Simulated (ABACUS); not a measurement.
# TiC (Fm-3m) in ABACUS: equation of state

Aim: energy against volume of TiC in PBEsol, for its equilibrium volume and stiffness.

Program: ABACUS 3.10.1. These are calculated values, not measurements. Logs are shortened: lines on timing, memory, paths and dates and some standing lists are left out, and cuts for length are marked.

## 1. The crystal as given

The structure is cubic, space group Fm-3m (No. 225). The conventional cell has a = 4.331 Å, b = 4.331 Å, c = 4.331 Å, α = 90.00°, β = 90.00°, γ = 90.00°. Ti (site symmetry m-3m) has 6 C at 2.17 Å as nearest neighbours. Around C (site symmetry m-3m) lie 6 Ti at 2.17 Å.

The cell is a database's computed one.

## 2. Equation of state, PBEsol, 9.55 Å³/atom (volume scaled by 0.94)

Input file INPUT:

```
INPUT_PARAMETERS
suffix              TiC
calculation         scf
basis_type          pw
pseudo_dir          ./
symmetry            1
dft_functional      pbesol
ecutwfc             84
pseudo_rcut         7
nspin               1
nbands              12
ks_solver           dav
smearing_method     fd
smearing_sigma      0.00367493
scf_thr             1e-08
scf_nmax            100
mixing_type         broyden
mixing_beta         0.7
cal_force           1
cal_stress          1
kpar                4
```

Input file STRU:

```
ATOMIC_SPECIES
Ti 47.8670 Ti.upf
C 12.0110 C.upf

LATTICE_CONSTANT
1.8897261246

LATTICE_VECTORS
0.0000000000 2.1215080947 2.1215080947
2.1215080947 0.0000000000 2.1215080947
2.1215080947 2.1215080947 0.0000000000

ATOMIC_POSITIONS
Direct

Ti
0.0
1
0.0000000000 0.0000000000 0.0000000000 1 1 1

C
0.0
1
0.5000000000 0.5000000000 0.5000000000 1 1 1
```

Input file KPT:

```
K_POINTS
0
Gamma
11 11 11 0 0 0
```

Potentials or basis: PseudoDojo NC SR 0.4.1 PBEsol standard, plane waves.

On the command line:

```bash
OMP_NUM_THREADS=1 mpirun -np 4 abacus > log
```

running log:

```text
ABACUS v3.10.1

               Atomic-orbital Based Ab-initio Computation at UStc

 ------------------------------------------------------------------------------------

 READING GENERAL INFORMATION
                           global_out_dir = OUT.TiC/
                           global_in_card = INPUT
                               pseudo_dir = ./
                              orbital_dir =
                                    DSIZE = 4
                                    GSIZE = 1

 READING UNITCELL INFORMATION
                                    ntype = 2
                  lattice constant (Bohr) = 1.88973
              lattice constant (Angstrom) = 1

 READING ATOM TYPE 1
                               atom label = Ti
                      L=0, number of zeta = 1
                      L=1, number of zeta = 1
                      L=2, number of zeta = 1
             number of atom for this type = 1

 READING ATOM TYPE 2
                               atom label = C
                      L=0, number of zeta = 1
                      L=1, number of zeta = 1
                      L=2, number of zeta = 1
             number of atom for this type = 1

                        TOTAL ATOM NUMBER = 2
DIRECT COORDINATES
    atom                   x                   y                   z     mag                  vx                  vy                  vz
taud_Ti1            0.0000000000        0.0000000000        0.0000000000  0.0000        0.0000000000        0.0000000000        0.0000000000
taud_C1            0.5000000000        0.5000000000        0.5000000000  0.0000        0.0000000000        0.0000000000        0.0000000000

                          Volume (Bohr^3) = 128.873
                             Volume (A^3) = 19.0969

 Lattice vectors: (Cartesian coordinate: in unit of a_0)
                   +0            +2.12151            +2.12151
             +2.12151                  +0            +2.12151
             +2.12151            +2.12151                  +0
 Reciprocal vectors: (Cartesian coordinate: in unit of 2 pi/a_0)
            -0.235681           +0.235681           +0.235681
            +0.235681           -0.235681           +0.235681
            +0.235681           +0.235681           -0.235681
 The esolver type has been set to : ksdft_pw

                PAO radial cut off (Bohr) = 7

 Read in pseudopotential file is Ti.upf
                     pseudopotential type = NC
          exchange-correlation functional = PBESOL
                 nonlocal core correction = 1
                        valence electrons = 12
                                     lmax = 2
                           number of zeta = 4
                     number of projectors = 6
                           L of projector = 0
[... 191 lines left out ...]
                                    max q = 1104

 number of pseudo atomic orbitals for Ti is 4
WARNING: norm of atomic wavefunction # 3 of atomic type Ti is 0.999523, renormalized
WARNING: norm of atomic wavefunction # 4 of atomic type Ti is 0.990928, renormalized

 number of pseudo atomic orbitals for C is 2
WARNING: norm of atomic wavefunction # 1 of atomic type C is 0.999989, renormalized
WARNING: norm of atomic wavefunction # 2 of atomic type C is 0.999526, renormalized

 -------------------------------------------
 SELF-CONSISTENT
 -------------------------------------------
                                 init_chg = atomic

 PW ALGORITHM --------------- ION=   1  ELEC=   1--------------------------------

 Density error is 0.793737945728
                          Error Threshold = 0.01
----------------------------------------------------------
     Energy           Rydberg                 eV
----------------------------------------------------------
 E_KohnSham     -130.3455241303      -1773.4418369683
 E_Harris       -134.7534123804      -1833.4142333172
 E_Fermi        1.1240829001         15.2939324651
----------------------------------------------------------
[... 111 lines left out ...]
 Density error is 3.73030493079e-09
                          Error Threshold = 8.72428706882e-11
----------------------------------------------------------
     Energy           Rydberg                 eV
----------------------------------------------------------
 E_KohnSham     -130.7466648129      -1778.8996359522
 E_KS(sigma->0) -130.7465712994      -1778.8983636356
 E_Harris       -130.7463666005      -1778.8955785633
 E_band         -6.8381227222        -93.0374326456
 E_one_elec     -26.5011275912       -360.5663386648
 E_Hartree      21.9516997164        298.6681969279
 E_xc           -21.6600324226       -294.6998598120
 E_Ewald        -104.5370174886      -1422.2990897701
 E_entropy(-TS) -0.0001870270        -0.0025446331
 E_descf        0.0000000000         0.0000000000
 E_exx          0.0000000000         0.0000000000
 E_Fermi        1.1599849897         15.7824054549
----------------------------------------------------------

 charge density convergence is achieved
 final etot is -1778.899636 eV
 EFERMI = 15.782405455 eV

 STATE ENERGY(eV) AND OCCUPATIONS    NSPIN == 1
 1/14 kpoint (Cartesian) = 0.0000 0.0000 0.0000 (1687 pws)
       1       -40.4064     0.00150263
       2       -16.5178     0.00150263
       3       -16.5178     0.00150263
       4       -16.5178     0.00150263
       5        3.04867     0.00150263
       6        16.4056    5.80023e-09
       7        16.4056    5.80023e-09
       8        16.4056    5.80023e-09
       9        17.4972    1.91487e-18
      10        17.6042    2.25372e-19
      11        17.6042    2.25372e-19
      12        27.1148        0.00000
[... 57 lines left out ...]
 6/14 kpoint (Cartesian) = 0.10713 0.10713 0.10713 (1685 pws)
       1       -40.3086      0.0120210
       2       -17.1464      0.0120210
       3       -16.5762      0.0120210
       4       -16.5762      0.0120210
       5        6.70737      0.0120210
       6        9.74826      0.0120210
       7        12.6507      0.0120210
       8        12.6507      0.0120210
       9        18.8444    3.04830e-29
      10        18.8444    3.04830e-29
      11        20.1009    3.71413e-40
      12        24.4697    4.19907e-78

[... levels at 8 further k points ...]

------------------------------------------------------------------------------------------
 TOTAL-FORCE (eV/Angstrom)
------------------------------------------------------------------------------------------
                       Ti1         0.0000000000         0.0000000000         0.0000000000
                        C1         0.0000000000         0.0000000000         0.0000000000
------------------------------------------------------------------------------------------

----------------------------------------------------------------
 TOTAL-STRESS (KBAR)
----------------------------------------------------------------
       104.2829496657        -0.0000000000        -0.0000000000
        -0.0000000000       104.2829496657         0.0000000000
        -0.0000000000         0.0000000000       104.2829496657
----------------------------------------------------------------
 TOTAL-PRESSURE: 104.282950 KBAR

 --------------------------------------------
 !FINAL_ETOT_IS -1778.8996359521599970 eV
 --------------------------------------------
```

Run time: 19 s. Hardware: 4 MPI ranks of Intel Xeon Platinum 8259CL at 2.50GHz (Skylake/Cascade Lake), shared host; peak memory 0.28 GiB.

Results:

```yaml
Free_energy: -1778.8996 eV
Pressure: 10.4 GPa
Band_gap_on_the_k_mesh: none (metal or under the smearing width)
```

## 3. Equation of state, PBEsol, 9.75 Å³/atom (volume scaled by 0.96)

INPUT is that of step 2.

Changes to STRU since step 2:

```diff
@@ -8,5 +8,5 @@
 LATTICE_VECTORS
-0.0000000000 2.1215080947 2.1215080947
-2.1215080947 0.0000000000 2.1215080947
-2.1215080947 2.1215080947 0.0000000000
+0.0000000000 2.1364487848 2.1364487848
+2.1364487848 0.0000000000 2.1364487848
+2.1364487848 2.1364487848 0.0000000000
```

KPT is that of step 2.

Potentials or basis: PseudoDojo NC SR 0.4.1 PBEsol standard, plane waves.

On the command line:

```bash
OMP_NUM_THREADS=1 mpirun -np 4 abacus > log
```

It took 13 s on 4 MPI ranks of Intel Xeon Platinum 8259CL at 2.50GHz (Skylake/Cascade Lake), shared host; peak memory 0.28 GiB.

The run converged. Its results:

| Item | Value |
| --- | --- |
| Free energy | -1778.9181 eV |
| Pressure | 4.2 GPa |
| Band gap on the k mesh | none (metal or under the smearing width) |

## 4. Equation of state, PBEsol, 9.95 Å³/atom (volume scaled by 0.98)

INPUT is that of step 3.

Changes to STRU since step 3:

```diff
@@ -8,5 +8,5 @@
 LATTICE_VECTORS
-0.0000000000 2.1364487848 2.1364487848
-2.1364487848 0.0000000000 2.1364487848
-2.1364487848 2.1364487848 0.0000000000
+0.0000000000 2.1511833799 2.1511833799
+2.1511833799 0.0000000000 2.1511833799
+2.1511833799 2.1511833799 0.0000000000
```

KPT is that of step 3.

On the command line:

```bash
OMP_NUM_THREADS=1 mpirun -np 4 abacus > log
```

Wall time 16 s (4 MPI ranks of Intel Xeon Platinum 8259CL at 2.50GHz (Skylake/Cascade Lake), shared host); peak memory 0.28 GiB.

It converged, with:

| Item | Value |
| --- | --- |
| Free energy | -1778.9216 eV |
| Pressure | -1.5 GPa |
| Band gap on the k mesh | none (metal or under the smearing width) |

## 5. Equation of state, PBEsol, 10.16 Å³/atom

INPUT is that of step 4.

Changes to STRU since step 4:

```diff
@@ -8,5 +8,5 @@
 LATTICE_VECTORS
-0.0000000000 2.1511833799 2.1511833799
-2.1511833799 0.0000000000 2.1511833799
-2.1511833799 2.1511833799 0.0000000000
+0.0000000000 2.1657188437 2.1657188437
+2.1657188437 0.0000000000 2.1657188437
+2.1657188437 2.1657188437 0.0000000000
```

KPT is that of step 4.

On the command line:

```bash
OMP_NUM_THREADS=1 mpirun -np 4 abacus > log
```

It took 16 s on 4 MPI ranks of Intel Xeon Platinum 8259CL at 2.50GHz (Skylake/Cascade Lake), shared host; peak memory 0.28 GiB.

Results (log left out):

- Free energy: -1778.9114 eV
- Pressure: -6.5 GPa
- Band gap on the k mesh: none (metal or under the smearing width)

## 6. Equation of state, PBEsol, 10.36 Å³/atom (volume scaled by 1.02)

INPUT is that of step 5.

Changes to STRU since step 5:

```diff
@@ -8,5 +8,5 @@
 LATTICE_VECTORS
-0.0000000000 2.1657188437 2.1657188437
-2.1657188437 0.0000000000 2.1657188437
-2.1657188437 2.1657188437 0.0000000000
+0.0000000000 2.1800617706 2.1800617706
+2.1800617706 0.0000000000 2.1800617706
+2.1800617706 2.1800617706 0.0000000000
```

KPT is that of step 5.

Potentials or basis: PseudoDojo NC SR 0.4.1 PBEsol standard, plane waves.

On the command line:

```bash
OMP_NUM_THREADS=1 mpirun -np 4 abacus > log
```

running log:

```text
ABACUS v3.10.1

               Atomic-orbital Based Ab-initio Computation at UStc

 ------------------------------------------------------------------------------------

 READING GENERAL INFORMATION
                           global_out_dir = OUT.TiC/
                           global_in_card = INPUT
                               pseudo_dir = ./
                              orbital_dir =
                                    DSIZE = 4
                                    GSIZE = 1

 READING UNITCELL INFORMATION
                                    ntype = 2
                  lattice constant (Bohr) = 1.88973
              lattice constant (Angstrom) = 1

 READING ATOM TYPE 1
                               atom label = Ti
                      L=0, number of zeta = 1
                      L=1, number of zeta = 1
                      L=2, number of zeta = 1
             number of atom for this type = 1

 READING ATOM TYPE 2
                               atom label = C
                      L=0, number of zeta = 1
                      L=1, number of zeta = 1
                      L=2, number of zeta = 1
             number of atom for this type = 1

                        TOTAL ATOM NUMBER = 2
DIRECT COORDINATES
    atom                   x                   y                   z     mag                  vx                  vy                  vz
taud_Ti1            0.0000000000        0.0000000000        0.0000000000  0.0000        0.0000000000        0.0000000000        0.0000000000
taud_C1            0.5000000000        0.5000000000        0.5000000000  0.0000        0.0000000000        0.0000000000        0.0000000000

                          Volume (Bohr^3) = 139.841
                             Volume (A^3) = 20.7222

 Lattice vectors: (Cartesian coordinate: in unit of a_0)
                   +0            +2.18006            +2.18006
             +2.18006                  +0            +2.18006
             +2.18006            +2.18006                  +0
 Reciprocal vectors: (Cartesian coordinate: in unit of 2 pi/a_0)
[... 226 lines left out ...]
----------------------------------------------------------
     Energy           Rydberg                 eV
----------------------------------------------------------
 E_KohnSham     -130.3150830929      -1773.0276654068
 E_Harris       -135.0087336873      -1836.8880579115
 E_Fermi        1.0254857642         13.9524496111
----------------------------------------------------------
[... 99 lines left out ...]
 Density error is 8.03570076917e-10
                          Error Threshold = 1.74526123518e-08
----------------------------------------------------------
     Energy           Rydberg                 eV
----------------------------------------------------------
 E_KohnSham     -130.7458864047      -1778.8890451650
 E_KS(sigma->0) -130.7457992683      -1778.8878596133
 E_Harris       -130.7457202947      -1778.8867851227
 E_band         -8.5451199579        -116.2623215208
 E_one_elec     -30.5077901429       -415.0797793315
 E_Hartree      23.0055028368        313.0059239351
 E_xc           -21.5141381658       -292.7148666145
 E_Ewald        -101.7292866599      -1384.0979520507
 E_entropy(-TS) -0.0001742728        -0.0023711033
 E_descf        0.0000000000         0.0000000000
 E_exx          0.0000000000         0.0000000000
 E_Fermi        1.0542259225         14.3434795246
----------------------------------------------------------

 charge density convergence is achieved
 final etot is -1778.8890452 eV
 EFERMI = 14.343479525 eV

 STATE ENERGY(eV) AND OCCUPATIONS    NSPIN == 1
 1/14 kpoint (Cartesian) = 0.0000 0.0000 0.0000 (1837 pws)
       1       -42.0775     0.00150263
       2       -18.2308     0.00150263
       3       -18.2308     0.00150263
       4       -18.2308     0.00150263
       5        1.99491     0.00150263
       6        14.9546    7.38612e-09
       7        14.9546    7.38612e-09
       8        14.9546    7.38612e-09
       9        15.9650    1.23676e-17
      10        16.0019    5.91043e-18
      11        16.0019    5.91043e-18
      12        24.4626        0.00000
[... 57 lines left out ...]
 6/14 kpoint (Cartesian) = 0.10425 0.10425 0.10425 (1823 pws)
       1       -42.0100      0.0120210
       2       -18.6951      0.0120210
       3       -18.2760      0.0120210
       4       -18.2760      0.0120210
       5        5.28810      0.0120210
       6        8.66770      0.0120210
       7        11.4910      0.0120210
       8        11.4910      0.0120210
       9        17.0975    1.44188e-26
      10        17.0975    1.44188e-26
      11        18.2131    2.94170e-36
      12        22.2494    2.56771e-71

[... levels at 8 further k points ...]

------------------------------------------------------------------------------------------
 TOTAL-FORCE (eV/Angstrom)
------------------------------------------------------------------------------------------
                       Ti1         0.0000000000         0.0000000000         0.0000000000
                        C1         0.0000000000         0.0000000000         0.0000000000
------------------------------------------------------------------------------------------

----------------------------------------------------------------
 TOTAL-STRESS (KBAR)
----------------------------------------------------------------
      -111.5732752296         0.0000000000         0.0000000000
         0.0000000000      -111.5732752296        -0.0000000000
         0.0000000000        -0.0000000000      -111.5732752296
----------------------------------------------------------------
 TOTAL-PRESSURE: -111.573275 KBAR

 --------------------------------------------
 !FINAL_ETOT_IS -1778.8890451649615443 eV
 --------------------------------------------
```

stdout:

```text
ABACUS v3.10.1

,Local thread limit: 96
               Atomic-orbital Based Ab-initio Computation at UStc

[... 38 lines left out ...]
 TOTAL-STRESS (KBAR)
----------------------------------------------------------------
      -111.5732752296         0.0000000000         0.0000000000
         0.0000000000      -111.5732752296        -0.0000000000
         0.0000000000        -0.0000000000      -111.5732752296
----------------------------------------------------------------
 TOTAL-PRESSURE: -111.573275 KBAR
```

It took 15 s on 4 MPI ranks of Intel Xeon Platinum 8259CL at 2.50GHz (Skylake/Cascade Lake), shared host; peak memory 0.28 GiB.

Results:

* Free energy: -1778.8890 eV
* Pressure: -11.2 GPa
* Band gap on the k mesh: none (metal or under the smearing width)

## 7. Equation of state, PBEsol, 10.56 Å³/atom (volume scaled by 1.04)

INPUT is that of step 6.

Changes to STRU since step 6:

```diff
@@ -8,5 +8,5 @@
 LATTICE_VECTORS
-0.0000000000 2.1800617706 2.1800617706
-2.1800617706 0.0000000000 2.1800617706
-2.1800617706 2.1800617706 0.0000000000
+0.0000000000 2.1942184125 2.1942184125
+2.1942184125 0.0000000000 2.1942184125
+2.1942184125 2.1942184125 0.0000000000
```

KPT is that of step 6.

On the command line:

```bash
OMP_NUM_THREADS=1 mpirun -np 4 abacus > log
```

Wall time 11 s (4 MPI ranks of Intel Xeon Platinum 8259CL at 2.50GHz (Skylake/Cascade Lake), shared host); peak memory 0.28 GiB.

The run converged. Its results:

| Quantity | Value |
| --- | --- |
| Free energy | -1778.8556 eV |
| Pressure | -15.3 GPa |
| Band gap on the k mesh | none (metal or under the smearing width) |

## 8. Equation of state, PBEsol, 10.77 Å³/atom (volume scaled by 1.06)

INPUT is that of step 7.

Changes to STRU since step 7:

```diff
@@ -8,5 +8,5 @@
 LATTICE_VECTORS
-0.0000000000 2.1942184125 2.1942184125
-2.1942184125 0.0000000000 2.1942184125
-2.1942184125 2.1942184125 0.0000000000
+0.0000000000 2.2081947028 2.2081947028
+2.2081947028 0.0000000000 2.2081947028
+2.2081947028 2.2081947028 0.0000000000
```

KPT is that of step 7.

On the command line:

```bash
OMP_NUM_THREADS=1 mpirun -np 4 abacus > log
```

Wall time 14 s (4 MPI ranks of Intel Xeon Platinum 8259CL at 2.50GHz (Skylake/Cascade Lake), shared host); peak memory 0.28 GiB.

Results (log left out):

```yaml
Free_energy: -1778.8121 eV
Pressure: -19.0 GPa
Band_gap_on_the_k_mesh: none (metal or under the smearing width)
```

## 9. Equation of state, PBEsol

Potentials or basis: PseudoDojo NC SR 0.4.1 PBEsol standard, plane waves.

No new run: the results of the series are fitted here.

Results:

```
Equilibrium volume                      : 9.90 Å³/atom
Bulk modulus                            : 268 GPa
Pressure derivative of the bulk modulus : 4.0
```

Energy against volume, from the lowest point:
```csv
volume (Å³/atom),energy (meV/atom)
9.548,10.97
9.752,1.72
9.955,0.00
10.158,5.07
10.361,16.27
10.564,33.00
10.767,54.72
```
